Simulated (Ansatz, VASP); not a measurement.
In3As in VASP and in Ansatz

```xyz
4
Lattice="4.6717 0.0000 0.0000 0.0000 4.6717 0.0000 0.0000 0.0000 4.6717" Properties=species:S:1:pos:R:3 pbc="T T T"
In    0.0000    2.3358    2.3358
In    2.3358    0.0000    2.3358
In    2.3358    2.3358    0.0000
As    0.0000    0.0000    0.0000
```

Alike in both runs: task single point; functional PBEsol; k mesh 10 × 10 × 10; occupations gaussian, width 0.1 eV; no spin polarisation.

```csv
,VASP,Ansatz
version,VASP 6.6.1,Ansatz 0.2.0
potentials or method,"VASP PAW PBE potentials, release 64 (In_d, As)","scalar-relativistic, plane waves, PAW"
plane-wave cutoff (eV),520,420
valence electrons in the cell,44,54
```

|  | VASP | Ansatz | Ansatz less VASP |
| --- | --- | --- | --- |
| gap on the k mesh at the Fermi level (eV) | none | none | - |
| pressure (GPa) | -2.6 | -2.7 | -0.01 |

A gap of «none» marks a metal or a gap that the smearing closes. The two sets of potentials don't hold the same shells in valence.

Caveats: the PAW data sets were made with another functional, which shifts forces and pressure a little (VASP).
